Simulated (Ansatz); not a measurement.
W:

```
W
1.0
    -1.58234    1.58234    1.58234
     1.58234   -1.58234    1.58234
     1.58234    1.58234   -1.58234
W
1
Direct
  0.00000 0.00000 0.00000
```

* Program: Ansatz 0.2.0
* Task: relaxation of cell and atoms
* Functional: revPBE
* Potentials or basis: Ansatz PAW
* Cutoff: 420 eV (not typed: the program's choice for these potentials)
* k mesh: 12 × 12 × 12
* Occupations: fermi-dirac, width 0.05 eV
* Spin: no spin polarisation

At the start: volume 15.85 Å³/atom.

**Question.** Where does the relaxation end?

**Answer.** It ends after 4 steps and the volume is 16.29 Å³/atom (+2.8 %); space group Im-3m (No. 229, to 0.05 Å).

The path:
| step | energy change (eV) | largest force (eV/Å) | volume (Å³) |
| --- | --- | --- | --- |
| 1 | 0.0000 | 0.0000 | 15.85 |
| 2 | -0.0112 | 0.0000 | 16.34 |
| 3 | -0.0114 | 0.0000 | 16.29 |
| 4 | -0.0117 | 0.0000 | 16.29 |

Final structure:
```
CELL_PARAMETERS angstrom
-1.59706 1.59706 1.59706
1.59706 -1.59706 1.59706
1.59706 1.59706 -1.59706
ATOMIC_POSITIONS crystal
W 0.00000 0.00000 0.00000
```

Caveat: the plane-wave basis is chosen anew once the cell has moved, so the energies of steps on either side of that aren't comparable; the PAW data sets come from PBE, with cores solved anew for the run's functional, which leaves a small shift of forces and pressure.
